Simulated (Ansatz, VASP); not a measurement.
# One calculation of Pd, two programs

```
CELL_PARAMETERS angstrom
0.00000 1.97040 1.97040
1.97040 0.00000 1.97040
1.97040 1.97040 0.00000
ATOMIC_POSITIONS crystal
Pd 0.00000 0.00000 0.00000
```

Alike in both runs: task single point; functional PBE; k mesh 4 × 4 × 4; occupations fermi-dirac, width 0.15 eV; non-collinear spin, spin-orbit coupling.

|  | VASP | Ansatz |
| --- | --- | --- |
| version | VASP 6.6.1 | Ansatz 0.2.0 development build |
| potentials or method | VASP PAW PBE potentials, release 64 (Pd) | plane waves, norm-conserving pseudopotentials |
| plane-wave cutoff (eV) | 520 | 1116 |
| valence electrons in the cell | 10 | 18 |

```tsv
	VASP	Ansatz	Ansatz less VASP
net moment per atom (μB)	0.00	0.00	0.000
```

The functional is the same, so the differences come from potentials, cutoffs and numerics. The two sets of potentials don't hold the same shells in valence.

Caveats: the k mesh is coarse (spacing up to 0.69 Å⁻¹), so the values aren't converged.
